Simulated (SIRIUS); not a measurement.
## NaF (Villiaumite): equation of state with PBEsol

The system is NaF (Villiaumite).

```xyz
2
Lattice="0.0000 2.3200 2.3200 2.3200 0.0000 2.3200 2.3200 2.3200 0.0000" Properties=species:S:1:pos:R:3 pbc="T T T"
Na    0.0000    0.0000    0.0000
F     2.3200    2.3200    2.3200
```

| Property | Result |
| --- | --- |
| Program | SIRIUS 7.12.0 |
| Task | equation of state |
| Functional | PBEsol |
| Potentials or basis | PseudoDojo 0.4.1 PBEsol standard (scalar relativistic) |
| Cutoff | 1202 eV |
| Density cutoff | 4809 eV |
| k mesh | 10 × 10 × 10 |
| Occupations | fermi-dirac, width 0.05 eV |
| Spin | no spin polarisation |

```yaml
Equilibrium_volume: 12.39 Å³/atom
Bulk_modulus: 49 GPa
Pressure_derivative_of_the_bulk_modulus: 4.6
```

Energy against volume, from the lowest point:
```
volume (Å³/atom)  energy (meV/atom)
          11.738               5.64
          11.988               1.99
          12.237               0.18
          12.487               0.00
          12.737               1.28
          12.987               3.87
          13.236               7.62
```

All runs of the series together: 2 min on 1 thread of Intel(R) Xeon(R) 6975P-C (Granite Rapids) (shared host).
